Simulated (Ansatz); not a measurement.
ZrO$_{2}$: vacancy migration on the Zr sublattice

Theory: DFT PBEsol, scalar-relativistic, plane waves, PAW in Ansatz 0.2.0. Cutoff 420 eV, Γ-centred 4×4×4 k-points, Gaussian smearing of 0.05 eV. No spin polarisation.

The perfect supercell:

```cif
data_structure
_symmetry_space_group_name_H-M 'P 1'
_symmetry_Int_Tables_number 1
_cell_length_a 7.1690
_cell_length_b 7.1690
_cell_length_c 7.2457
_cell_angle_alpha 119.650
_cell_angle_beta 119.650
_cell_angle_gamma 90.000
_cell_volume 266.07
loop_
_atom_site_label
_atom_site_type_symbol
_atom_site_fract_x
_atom_site_fract_y
_atom_site_fract_z
_atom_site_occupancy
Zr1 Zr 0.50000 0.00000 0.00000 1
Zr2 Zr 0.00000 0.00000 0.00000 1
Zr3 Zr 0.50000 0.50000 0.00000 1
Zr4 Zr 0.00000 0.50000 0.00000 1
Zr5 Zr 0.00000 0.00000 0.50000 1
Zr6 Zr 0.50000 0.00000 0.50000 1
Zr7 Zr 0.00000 0.50000 0.50000 1
Zr8 Zr 0.50000 0.50000 0.50000 1
O1 O 0.14926 0.89926 0.79852 1
O2 O 0.64926 0.89926 0.79852 1
O3 O 0.14926 0.39926 0.79852 1
O4 O 0.64926 0.39926 0.79852 1
O5 O 0.89926 0.64926 0.29852 1
O6 O 0.39926 0.64926 0.29852 1
O7 O 0.89926 0.14926 0.29852 1
O8 O 0.39926 0.14926 0.29852 1
O9 O 0.35074 0.10074 0.70148 1
O10 O 0.85074 0.10074 0.70148 1
O11 O 0.35074 0.60074 0.70148 1
O12 O 0.85074 0.60074 0.70148 1
O13 O 0.60074 0.85074 0.20148 1
O14 O 0.10074 0.85074 0.20148 1
O15 O 0.60074 0.35074 0.20148 1
O16 O 0.10074 0.35074 0.20148 1
```

Atom 1 (Zr) is removed, leaving a vacancy without charge, and atom 2 jumps 3.58 Å into it. The vacancy and the half-way point are each relaxed at fixed cell, keeping their symmetry. The supercell is small, and one in 8 of its Zr atoms is missing. It repeats after two jumps, so the jumping atom has a vacancy on both sides, which can shift the barrier from that beside a lone vacancy. The vacancy cell reads metallic on the mesh, and any unpaired electron is treated without spin.

Q: How high does the half-way point lie?

A: 2.38 eV above the relaxed vacancy, with the jumping atom 0.44 Å off the straight line. This is the barrier if that point is a first-order saddle, which wasn't checked.

Cost: 2 runs of about 54 core-minutes in all, on Arm Neoverse N1 (shared hosts).